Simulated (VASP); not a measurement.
A run of VASP 6.6.1:

Contents of INCAR:

```
PREC = Accurate
ENCUT = 600
EDIFF = 1E-6
ISMEAR = -1
SIGMA = 0.05
LREAL = False
LASPH = True
NELM = 150
ALGO = Normal
ISIF = 3
LWAVE = False
LCHARG = False
ISPIN = 2
MAGMOM = 2 0
LORBIT = 11
LMAXMIX = 4
METAGGA = SCAN
LMIXTAU = True
IVDW = 12
IBRION = 2
NSW = 40
EDIFFG = -0.01
```

File KPOINTS:

```
Automatic mesh
0
Gamma
  8 8 8
```

File POSCAR:

```
CoO
1.0
    0.0000000000      2.1315000000      2.1315000000
    2.1315000000      0.0000000000      2.1315000000
    2.1315000000      2.1315000000      0.0000000000
Co O
1 1
Direct
    0.0000000000      0.0000000000      0.0000000000
    0.5000000000      0.5000000000      0.5000000000
```

Potentials or basis: VASP PAW PBE potentials, release 64 (Co, O).

Command:

```bash
$ cat potpaw_PBE.64/Co/POTCAR potpaw_PBE.64/O/POTCAR > POTCAR
$ mpirun -np 1 vasp_std > vasp.out
```

Hardware: 1 thread of AMD EPYC 9R45 96-Core Processor (Zen 5), with other jobs on the host.

Task: Estimate the wall time of this run.

Result: It took 3.5 min on 1 thread of AMD EPYC 9R45 96-Core Processor (Zen 5), on a shared host, peak memory 0.16 GiB. Counts: scf iterations 69, k points 29, ion steps 5.
